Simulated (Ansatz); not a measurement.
Runs of Ansatz 0.2.0 on BN. The typed cell holds 2 atoms: a = 2.508 Å, b = 2.508 Å, c = 3.274 Å, α = 101.11°, β = 101.11°, γ = 119.81°. The cell comes from a database or a generator and needn't be the stable form of this composition.

```tsv
task	level	cell	cutoff (eV)	points for each segment of the path	pressure (GPa)	largest force (eV/Å)
band structure	HSE03	as given	420	4	-0.4	2.81
band structure	HF	as given	420	4	-0.8	(b)
band structure	HSEsol	as given	420	4	-3.1	2.81
band structure	HSE06	as given	420	4	(a)	2.81
band structure	r2SCANh	as given	500	4	-0.8	2.77
band structure	r2SCAN0	as given	500	4	-3.0	2.81
band structure	r2SCAN50	as given	500	4	-6.5	2.87
relaxation of cell and atoms	HSE06	relaxed	420	-	0.0	-
```

Alike in all rows: potentials or basis Ansatz PAW; no spin polarisation; k mesh 7 × 7 × 5; smearing fermi-dirac 0.05 eV; the mesh is coarse, so values aren't converged.

Q: Fill in the values left out.

A: (a) -0.6; (b) 3.06.

Caveats: all runs use coarse meshes; the PAW data sets come from PBE, with cores solved anew for the run's functional, which leaves a small shift of forces and pressure; forces of over 1 eV/Å show positions far from the minimum, so gaps and moduli don't describe the material at rest (some runs); the thresholds are loose for stress (some runs); the plane-wave basis is chosen anew once the cell has moved, so the energies of steps on either side of that aren't comparable (some runs).
